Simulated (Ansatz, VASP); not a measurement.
# ZnS: VASP beside Ansatz, part 2 of 2

Aim: how closely do two programs agree when they are given the same cell, functional and k mesh? The cell is taken from a series of runs on this material, whose earlier steps may have relaxed, scaled, displaced or heated it; both programs get it as it stands.

VASP 6.6.1 and Ansatz 0.2.0.

So far: Set-up; Ansatz: zone-centre phonons, LDA.

## 3. VASP: zone-centre phonons, LDA

Level of this step: LDA; plane waves and PAW (S, Zn) (VASP).

The same cell, functional (in two slightly different forms) and mesh now go to VASP, with its own data sets.

Lines of VASP's logs that name or quote its potential files are left out, and so is its time.

INCAR

```
SYSTEM = ZnS
PREC = Accurate
ENCUT = 500
EDIFF = 1E-08
NELM = 120
ISMEAR = 0
SIGMA = 0.01
LREAL = .FALSE.
ALGO = Normal
GGA = CA
NBANDS = 15
LORBIT = 11
LWAVE = .FALSE.
LCHARG = .FALSE.
ISIF = 2
IBRION = 8
LEPSILON = .TRUE.
LASPH = .TRUE.
GGA_COMPAT = .FALSE.
EFERMI = MIDGAP
KPAR = 2
```

POSCAR

```
ZnS
1.0
    0.0000000000      2.6189049680      2.7278085069
    2.6189049680      0.0000000000      2.7278085069
    2.6189049680      2.6189049680      0.0000000000
S Zn
1 1
Direct
    0.0000000000      0.0000000000      0.0000000000
    0.7500000000      0.7500000000      0.7500000000
```

KPOINTS

```
Automatic mesh
0
Gamma
12 12 12
0 0 0
```

The projector-augmented-wave data sets are S and Zn (LDA family, release 64).

Command:

```
mpirun -np 2 vasp_std
```

Numbers of over 12 decimals in the logs are rounded to 6 here.

Output:

```text
[banner, memory and clock lines left out]
running    2 mpi-ranks, on    1 nodes
 distrk:  each k-point on    1 cores,    2 groups
 distr:  one band on    1 cores,    1 groups

 POSCAR found type information on POSCAR S Zn
 POSCAR found :  2 types and       2 ions
 LDA part: xc-table for (Slater(with rela. corr.)+CA(PZ))
 , standard interpolation
 POSCAR, INCAR and KPOINTS ok, starting setup
 FFT: planning ... GRIDC
 FFT: planning ... GRID_SOFT
 FFT: planning ... GRID
 WAVECAR not read
 entering main loop
       N       E                     dE             d eps       ncg     rms          rms(c)
DAV:   1     0.796152258678E+02    0.79615E+02   -0.85094E+03  4890   0.141E+03
DAV:   2    -0.356457848042E+01   -0.83180E+02   -0.78002E+02  5583   0.261E+02
DAV:   3    -0.858642108701E+01   -0.50218E+01   -0.49972E+01  5982   0.620E+01
DAV:   4    -0.863831891514E+01   -0.51898E-01   -0.51881E-01  5961   0.661E+00
DAV:   5    -0.863892371805E+01   -0.60480E-03   -0.60479E-03  6171   0.687E-01    0.755E+00
DAV:   6    -0.823731571080E+01    0.40161E+00   -0.80561E-01  7354   0.337E+01    0.580E+00
DAV:   7    -0.820825992615E+01    0.29056E-01   -0.25233E-01  5933   0.534E+00    0.276E+00
DAV:   8    -0.820215421146E+01    0.61057E-02   -0.56477E-03  7432   0.128E+00    0.635E-01
DAV:   9    -0.820160547741E+01    0.54873E-03   -0.11915E-03  5583   0.268E-01    0.823E-02
DAV:  10    -0.820162104988E+01   -0.15572E-04   -0.84851E-05  6143   0.874E-02    0.195E-02
DAV:  11    -0.820161787793E+01    0.31719E-05   -0.99669E-06  7755   0.685E-02    0.381E-03
DAV:  12    -0.820161800115E+01   -0.12322E-06   -0.12368E-06  5730   0.109E-02    0.142E-03
DAV:  13    -0.820161800046E+01    0.69394E-09   -0.42001E-08  6346   0.160E-03
   1 F= -.82016180E+01 E0= -.82016180E+01  d E =0.000000E+00
 Linear response reoptimize wavefunctions to high precision
DAV:   1    -0.820161800135E+01   -0.89699E-09   -0.30887E-09  5806   0.741E-04
DAV:   2    -0.820161800139E+01   -0.31378E-10   -0.36974E-10  3509   0.178E-04
 Linear response G [H, r] |phi>, progress :
  Direction:   1
       N       E                     dE             d eps       ncg     rms
RMM:   1    -0.478548124367E+02   -0.47855E+02    0.15202E+02  8266   0.728E+01
RMM:   2    -0.492646367181E+02   -0.14098E+01   -0.99741E+00  8414   0.262E+01
RMM:   3    -0.494585991455E+02   -0.19396E+00   -0.69975E-01  9217   0.642E+00
RMM:   4    -0.494684606755E+02   -0.98615E-02   -0.30654E-02  9377   0.133E+00
RMM:   5    -0.494683124417E+02    0.14823E-03   -0.13564E-03  9628   0.316E-01
RMM:   6    -0.494685222982E+02   -0.20986E-03   -0.97768E-04  9610   0.856E-02
RMM:   7    -0.494684559252E+02    0.66373E-04   -0.12158E-04  9782   0.255E-02
RMM:   8    -0.494684576655E+02   -0.17403E-05   -0.10723E-04  9814   0.885E-03
RMM:   9    -0.494684500648E+02    0.76007E-05   -0.34976E-05  9018   0.313E-03
RMM:  10    -0.494684486329E+02    0.14319E-05   -0.21377E-05  7377   0.141E-03
RMM:  11    -0.494684479492E+02    0.68368E-06   -0.15402E-05  6453   0.705E-04
RMM:  12    -0.494684477242E+02    0.22499E-06   -0.13727E-05  5620   0.482E-04
RMM:  13    -0.494684475758E+02    0.14843E-06   -0.16347E-05  5099   0.397E-04
RMM:  14    -0.494684474684E+02    0.10742E-06   -0.22416E-05  4683   0.363E-04
RMM:  15    -0.494684474689E+02   -0.52103E-09   -0.14275E-05  4373   0.354E-04
RMM:  16    -0.494684474392E+02    0.29648E-07   -0.83883E-06  4115   0.343E-04
RMM:  17    -0.494684474194E+02    0.19818E-07   -0.12742E-05  3885   0.346E-04
 Linear response G [H, r] |phi>, progress :
  Direction:   2
       N       E                     dE             d eps       ncg     rms
RMM:   1    -0.448433269417E+02   -0.44843E+02    0.17221E+02  8193   0.736E+01
RMM:   2    -0.469113819411E+02   -0.20681E+01   -0.90646E+00  8388   0.253E+01
RMM:   3    -0.470908699666E+02   -0.17949E+00   -0.66121E-01  9130   0.611E+00
RMM:   4    -0.470978866217E+02   -0.70167E-02   -0.25056E-02  9413   0.129E+00
RMM:   5    -0.470982131173E+02   -0.32650E-03   -0.19292E-03  9581   0.314E-01
RMM:   6    -0.470983975836E+02   -0.18447E-03   -0.93837E-04  9616   0.866E-02
RMM:   7    -0.470983360828E+02    0.61501E-04   -0.13046E-04  9729   0.255E-02
RMM:   8    -0.470983368821E+02   -0.79932E-06   -0.10433E-04  9788   0.869E-03
RMM:   9    -0.470983290750E+02    0.78071E-05   -0.23664E-05  8922   0.302E-03
RMM:  10    -0.470983281765E+02    0.89852E-06   -0.96065E-06  7251   0.134E-03
RMM:  11    -0.470983273793E+02    0.79717E-06   -0.13362E-06  6385   0.665E-04
RMM:  12    -0.470983270776E+02    0.30166E-06    0.40174E-06  5589   0.466E-04
RMM:  13    -0.470983269348E+02    0.14283E-06    0.37385E-06  5100   0.380E-04
RMM:  14    -0.470983269231E+02    0.11756E-07    0.58733E-06  4756   0.361E-04
RMM:  15    -0.470983269768E+02   -0.53747E-07    0.88387E-06  4359   0.348E-04
RMM:  16    -0.470983269034E+02    0.73461E-07    0.77643E-06  4105   0.343E-04
[...]
RMM:   1    -0.547806267824E+00   -0.54781E+00   -0.20907E+00 18713   0.381E+00
RMM:   2    -0.576188036625E+00   -0.28382E-01   -0.14069E-02 25764   0.833E-01    0.141E+00
RMM:   3    -0.540752874784E+00    0.35435E-01   -0.24506E-02 25131   0.852E-01    0.741E-01
RMM:   4    -0.546453274548E+00   -0.57004E-02   -0.17259E-02 25743   0.713E-01    0.182E-01
[...]
RMM:   7    -0.571696457025E+00   -0.27659E-03   -0.12955E-05 15114   0.214E-02    0.164E-03
RMM:   8    -0.571704176325E+00   -0.77193E-05   -0.62750E-07 15737   0.453E-03    0.101E-03
RMM:   9    -0.571699745708E+00    0.44306E-05   -0.12840E-07 16003   0.151E-03    0.403E-04
RMM:  10    -0.571703642910E+00   -0.38972E-05   -0.31963E-08 14799   0.413E-04    0.187E-04
RMM:  11    -0.571703335703E+00    0.30721E-06   -0.72868E-09 13520   0.163E-04    0.278E-05
RMM:  12    -0.571703288536E+00    0.47167E-07    0.31115E-09  9878   0.767E-05    0.330E-06
 change of polarisation eV/A/(eV/A) component  3 :     0.334     0.034     1.087
 dielectric tensor                  component  3 :     1.614     0.167     6.257
 Linear response DOF=           4
 Linear response progress:
  Degree of freedom:   1/  4
       N       E                     dE             d eps       ncg     rms          rms(c)
RMM:   1    -0.105436388646E+00   -0.10544E+00    0.47620E-02 35895   0.228E+00
RMM:   2    -0.102883899458E+00    0.25525E-02   -0.49564E-03 22809   0.682E-01    0.170E-01
RMM:   3    -0.103261082455E+00   -0.37718E-03   -0.34588E-04 24976   0.151E-01    0.850E-02
RMM:   4    -0.103644944519E+00   -0.38386E-03   -0.51713E-05 25264   0.534E-02    0.164E-02
RMM:   5    -0.103660630022E+00   -0.15686E-04   -0.35125E-06 26412   0.129E-02    0.936E-03
RMM:   6    -0.103645601314E+00    0.15029E-04   -0.33650E-07 25915   0.394E-03    0.438E-03
RMM:   7    -0.103648205926E+00   -0.26046E-05   -0.62080E-08 25980   0.129E-03    0.692E-04
RMM:   8    -0.103648798739E+00   -0.59281E-06   -0.45241E-09 27530   0.308E-04    0.115E-04
RMM:   9    -0.103648318444E+00    0.48030E-06    0.41931E-09 27016   0.102E-04    0.390E-05
RMM:  10    -0.103648469967E+00   -0.15152E-06   -0.72458E-11 26839   0.435E-05    0.711E-06
RMM:  11    -0.103648489576E+00   -0.19609E-07   -0.47722E-09 26884   0.219E-05    0.556E-06
RMM:  12    -0.103648474679E+00    0.14897E-07   -0.34669E-09 22668   0.114E-05    0.518E-07
RMM:  13    -0.103648477197E+00   -0.25177E-08   -0.16852E-08 14938   0.826E-06    0.166E-07
 first order change of Fermi-energy   0.58206E-04
 force on displaced ion       1 direction 1 :  -6.479  -0.000   0.000
 Born effective charge ion    1 direction 1 :  -1.889   0.000   0.000
 Linear response progress:
  Degree of freedom:   2/  4
       N       E                     dE             d eps       ncg     rms          rms(c)
RMM:   1    -0.105355816541E+00   -0.10536E+00    0.56486E-02 20817   0.231E+00
RMM:   2    -0.103242566254E+00    0.21133E-02   -0.48568E-03 13551   0.668E-01    0.178E-01
RMM:   3    -0.103639176866E+00   -0.39661E-03   -0.34718E-04 14603   0.149E-01    0.882E-02
RMM:   4    -0.104038886034E+00   -0.39971E-03   -0.58079E-05 14794   0.552E-02    0.170E-02
RMM:   5    -0.104046587873E+00   -0.77018E-05   -0.39910E-06 15367   0.139E-02    0.937E-03
RMM:   6    -0.104031735268E+00    0.14853E-04   -0.35044E-07 15179   0.410E-03    0.486E-03
RMM:   7    -0.104035277554E+00   -0.35423E-05   -0.83982E-08 15106   0.139E-03    0.581E-04
RMM:   8    -0.104035338810E+00   -0.61256E-07    0.81389E-10 16016   0.303E-04    0.143E-04
RMM:   9    -0.104034763966E+00    0.57484E-06    0.22056E-09 15621   0.103E-04    0.465E-05
RMM:  10    -0.104034937937E+00   -0.17397E-06   -0.15744E-10 15742   0.408E-05    0.102E-05
RMM:  11    -0.104034954352E+00   -0.16415E-07    0.52900E-09 15600   0.183E-05    0.606E-06
RMM:  12    -0.104034938715E+00    0.15637E-07    0.26903E-09 13537   0.757E-06    0.345E-07
RMM:  13    -0.104034940607E+00   -0.18918E-08   -0.18976E-09  8863   0.440E-06    0.132E-07
 first order change of Fermi-energy   0.41197E+00
 force on displaced ion       1 direction 3 :  -0.000  -0.000  -6.748
 Born effective charge ion    1 direction 3 :   0.000   0.000  -1.993
 Linear response progress:
  Degree of freedom:   3/  4
       N       E                     dE             d eps       ncg     rms          rms(c)
RMM:   1    -0.212544287783E+00   -0.21254E+00   -0.24256E-04 20103   0.217E+00
RMM:   2    -0.210459635872E+00    0.20847E-02   -0.29962E-03 22835   0.468E-01    0.120E-01
RMM:   3    -0.210245058712E+00    0.21458E-03   -0.67073E-05 27165   0.678E-02    0.703E-02
RMM:   4    -0.209970424698E+00    0.27463E-03   -0.12629E-05 26741   0.265E-02    0.368E-03
RMM:   5    -0.209970124624E+00    0.30007E-06   -0.31457E-07 28231   0.459E-03    0.138E-03
RMM:   6    -0.209974827367E+00   -0.47027E-05   -0.42460E-08 27864   0.144E-03    0.282E-04
RMM:   7    -0.209975358541E+00   -0.53117E-06   -0.10641E-08 28444   0.358E-04    0.114E-04
RMM:   8    -0.209975167401E+00    0.19114E-06   -0.33210E-09 26665   0.147E-04    0.268E-05
RMM:   9    -0.209975004642E+00    0.16276E-06   -0.14839E-10 28589   0.563E-05    0.982E-06
RMM:  10    -0.209974970864E+00    0.33778E-07    0.56613E-11 28853   0.232E-05    0.124E-06
RMM:  11    -0.209974976149E+00   -0.52854E-08   -0.98443E-11 24402   0.129E-05    0.429E-07
 first order change of Fermi-energy  -0.15536E-04
 force on displaced ion       2 direction 1 :  -6.528  -0.000  -0.000
 Born effective charge ion    2 direction 1 :   1.889   0.000   0.000
 Linear response progress:
  Degree of freedom:   4/  4
       N       E                     dE             d eps       ncg     rms          rms(c)
RMM:   1    -0.212556684118E+00   -0.21256E+00    0.91097E-04 11920   0.215E+00
RMM:   2    -0.210736423787E+00    0.18203E-02   -0.29400E-03 13424   0.462E-01    0.125E-01
RMM:   3    -0.210521427840E+00    0.21500E-03   -0.65690E-05 15857   0.680E-02    0.731E-02
RMM:   4    -0.210249828155E+00    0.27160E-03   -0.12912E-05 15609   0.261E-02    0.452E-03
RMM:   5    -0.210246988822E+00    0.28393E-05   -0.31444E-07 16491   0.469E-03    0.140E-03
RMM:   6    -0.210251250366E+00   -0.42615E-05   -0.44546E-08 16350   0.147E-03    0.282E-04
RMM:   7    -0.210251690512E+00   -0.44015E-06   -0.74807E-09 16623   0.386E-04    0.130E-04
RMM:   8    -0.210251835771E+00   -0.14526E-06   -0.38559E-09 16315   0.165E-04    0.380E-05
RMM:   9    -0.210251617147E+00    0.21862E-06   -0.98885E-11 16484   0.559E-05    0.151E-05
RMM:  10    -0.210251587415E+00    0.29733E-07   -0.53132E-11 16906   0.217E-05    0.139E-06
RMM:  11    -0.210251589001E+00   -0.15859E-08   -0.13105E-10 13978   0.109E-05    0.628E-07
 first order change of Fermi-energy  -0.41132E+00
 force on displaced ion       2 direction 3 :   0.000   0.000  -6.777
 Born effective charge ion    2 direction 3 :   0.000   0.000   1.992
 Born effective charges drift removed
 Linear response finished
```

From OUTCAR (step 3):

```text
ion  position               nearest neighbor table
   1  0.000  0.000  0.000-   2 2.30   2 2.30   2 2.30   2 2.30
   2  0.750  0.750  0.750-   1 2.30   1 2.30   1 2.30   1 2.30

  LATTYP: Found a body centered tetragonal cell.
 ALAT       =     3.7036909243
 C/A-ratio  =     1.4730216763

 Subroutine GETGRP returns: Found  8 space group operations
 (whereof  8 operations were pure point group operations)

The static configuration has the point symmetry D_2d.

 Found    163 irreducible k-points:

   k-points           NKPTS =    163   k-points in BZ     NKDIM =    163   number of bands    NBANDS=     15

   dimension x,y,z NGX =    28 NGY =   28 NGZ =   28
   dimension x,y,z NGXF=    56 NGYF=   56 NGZF=   56

   ENCUT  =  500.0 eV  36.75 Ry    6.06 a.u.   6.89  6.89  6.75*2*pi/ulx,y,z

   NELECT =      18.0000    total number of electrons

 k-points in reciprocal lattice and weights: Automatic mesh
   0.00000000  0.00000000  0.00000000       0.001
   0.08333333  0.00000000  0.00000000       0.005
   0.16666667  0.00000000  0.00000000       0.005
   0.25000000  0.00000000  0.00000000       0.005
   0.33333333  0.00000000  0.00000000       0.005
   0.41666667 -0.00000000  0.00000000       0.005
   0.50000000  0.00000000  0.00000000       0.002
   0.08333333  0.08333333  0.00000000       0.001
   0.16666667  0.08333333  0.00000000       0.005
[...]
-0.33333333  0.16666667  0.50000000       0.002
  -0.25000000  0.25000000  0.50000000       0.001

 average (electrostatic) potential at core
       1 -88.8091       2 -37.0986

  Total        0.0581042      0.0581042     -0.4066063      0.0000000     -0.0000000      0.0000000
  in kB        2.4879123      2.4879123    -17.4101039      0.0000000     -0.0000000      0.0000000
  external PRESSURE =      -4.1447597 kB  Pullay stress =       0.0000000 kB

  energy-cutoff  :      500.00
  volume of cell :       37.42
      direct lattice vectors                 reciprocal lattice vectors
     0.000000000  2.618904968  2.727808507    -0.190919490  0.190919490  0.183297324
     2.618904968  0.000000000  2.727808507     0.190919490 -0.190919490  0.183297324
     2.618904968  2.618904968  0.000000000     0.190919490  0.190919490 -0.183297324

 POSITION                                       TOTAL-FORCE (eV/Angst)
 -----------------------------------------------------------------------------------
      0.00000      0.00000      0.00000        -0.000000     -0.000000     -0.000000
      3.92836      3.92836      4.09171         0.000000      0.000000      0.000000
 -----------------------------------------------------------------------------------
    total drift:                                0.000001      0.000001      0.000001

 MACROSCOPIC STATIC DIELECTRIC TENSOR (including local field effects in DFT)
 ------------------------------------------------------
           6.088529     0.000000     0.000000
           0.000000     6.088529     0.000000
           0.000000    -0.000000     6.256503
 ------------------------------------------------------

 PIEZOELECTRIC TENSOR (including local field effects)  for field in x, y, z        (C/m^2)
          XX          YY          ZZ          XY          YZ          ZX
  --------------------------------------------------------------------------------
  x     0.00000    -0.00000     0.00000     0.00000    -0.67696     0.00000
  y     0.00000    -0.00000     0.00000     0.00000     0.00000    -0.67696
  z     0.00000     0.00000     0.00000    -0.63660     0.00000     0.00000

 BORN EFFECTIVE CHARGES (including local field effects) (in |e|, cummulative output)
 ---------------------------------------------------------------------------------
 ion    1
    1    -1.88885    -0.00000     0.00000
    2     0.00000    -1.88885     0.00000
    3     0.00000     0.00000    -1.99256
 ion    2
    1     1.88885     0.00000     0.00000
    2     0.00000     1.88885    -0.00000
    3     0.00000     0.00000     1.99256

 Eigenvectors and eigenvalues of the dynamical matrix
 ----------------------------------------------------

   1 f  =    8.761520 THz    55.050255 2PiTHz  292.252854 cm-1    36.234720 meV
             X         Y         Z           dx          dy          dz
      0.000000  0.000000  0.000000     0.000000    0.000000    0.818553
      3.928357  3.928357  4.091713     0.000000    0.000000   -0.574432

   2 f  =    8.589362 THz    53.968552 2PiTHz  286.510272 cm-1    35.522730 meV
             X         Y         Z           dx          dy          dz
      0.000000  0.000000  0.000000    -0.818102    0.000000    0.000000
      3.928357  3.928357  4.091713     0.575073    0.000000    0.000000

   3 f  =    8.589362 THz    53.968552 2PiTHz  286.510272 cm-1    35.522730 meV
             X         Y         Z           dx          dy          dz
      0.000000  0.000000  0.000000     0.000000    0.818102    0.000000
      3.928357  3.928357  4.091713     0.000000   -0.575073    0.000000

   4 f/i=    0.008771 THz     0.055108 2PiTHz    0.292557 cm-1     0.036272 meV
             X         Y         Z           dx          dy          dz
      0.000000  0.000000  0.000000     0.000000    0.000000   -0.574432
      3.928357  3.928357  4.091713     0.000000    0.000000   -0.818553

   5 f/i=    0.015327 THz     0.096304 2PiTHz    0.511261 cm-1     0.063388 meV
             X         Y         Z           dx          dy          dz
      0.000000  0.000000  0.000000     0.353268   -0.453774    0.000000
      3.928357  3.928357  4.091713     0.502561   -0.645542    0.000000

   6 f/i=    0.015327 THz     0.096304 2PiTHz    0.511261 cm-1     0.063388 meV
             X         Y         Z           dx          dy          dz
      0.000000  0.000000  0.000000    -0.453774   -0.353268    0.000000
      3.928357  3.928357  4.091713    -0.645542   -0.502561    0.000000

 MACROSCOPIC STATIC DIELECTRIC TENSOR IONIC CONTRIBUTION
 ------------------------------------------------------
           2.653033    -0.000000     0.000000
          -0.000000     2.653033    -0.000000
           0.000000    -0.000000     2.839132
 ------------------------------------------------------

 ELASTIC MODULI CONTR FROM IONIC RELAXATION (kBar)
 Direction    XX          YY          ZZ          XY          YZ          ZX
 --------------------------------------------------------------------------------
 XX           0.0000      0.0000      0.0000      0.0000      0.0000      0.0000
 YY           0.0000      0.0000      0.0000      0.0000      0.0000      0.0000
 ZZ           0.0000      0.0000      0.0000      0.0000      0.0000      0.0000
 XY           0.0000      0.0000      0.0000   -270.2690     -0.0000      0.0000
 YZ           0.0000      0.0000      0.0000     -0.0000   -258.9671      0.0000
 ZX           0.0000      0.0000      0.0000      0.0000      0.0000   -242.5974
 --------------------------------------------------------------------------------

 PIEZOELECTRIC TENSOR IONIC CONTR  for field in x, y, z        (C/m^2)
          XX          YY          ZZ          XY          YZ          ZX
  --------------------------------------------------------------------------------
  x     0.00000     0.00000     0.00000     0.00000     0.77995    -0.00000
  y     0.00000     0.00000     0.00000    -0.00000    -0.00000     0.75490
  z     0.00000     0.00000     0.00000     0.82426     0.00000    -0.00000
```

## 4. Differences

Known differences besides the potentials themselves: the two LDA forms differ slightly; fixed occupations in Ansatz, narrow Gaussian smearing in VASP; VASP's response is taken on the typed mesh, Ansatz refines its own for the field response alone; the cutoff is 420 eV in Ansatz and 500 eV in VASP; VASP's log shows a relativistic correction to its local exchange, Ansatz's none. Total energies have different zeros and are not compared.

Compared:

| quantity | Ansatz | VASP | difference |
| --- | --- | --- | --- |
| ε∞ xx | 6.13 | 6.09 | +0.74 % |
| ε∞ yy | 6.13 | 6.09 | +0.74 % |
| ε∞ zz | 6.31 | 6.26 | +0.84 % |
| Born charge of S1 (mean of the diagonal) (e) | -1.91 | -1.92 | +0.01 |
| Born charge of Zn2 (mean of the diagonal) (e) | 1.91 | 1.92 | -0.01 |
| optical mode 1 to 2 (cm⁻¹) | 284.5 | 286.5 | -0.71 % |
| optical mode 3 (cm⁻¹) | 290.4 | 292.3 | -0.63 % |

Modes are paired by rising frequency, not by their patterns, so a pair may set unlike modes beside each other; they are those without the splitting of longitudinal modes.

## 5. What came out

| Quantity | Value |
| --- | --- |
| r.m.s. difference of the optical zone-centre modes, each program's sorted by frequency (zone-centre phonons, LDA) | 2.0 cm⁻¹ |
| difference in ε∞ zz (zone-centre phonons, LDA) | +0.8 % |

In words: The r.m.s. difference of the optical zone-centre modes, each program's sorted by frequency is 2.0 cm⁻¹ (zone-centre phonons, LDA). Among the rows given in per cent, the largest difference of the zone-centre phonons, LDA pair is in ε∞ zz, +0.8 %. Such differences can come from data sets, numerical settings and the points named under the comparisons, not from the functional's error against experiment.

[Lines on the potential files, build, host, timing and source positions are cut from VASP's logs without a mark.]

[Logs are printed without paths, hosts, clocks, repeated set-up lines and the standing remarks that a program may print on its own settings, such as how far it seeks lower states.]

[Hosts, paths, dates, database ids (printed as entryN), source tags and the programs' standing remarks are cut or masked in the printed files.]
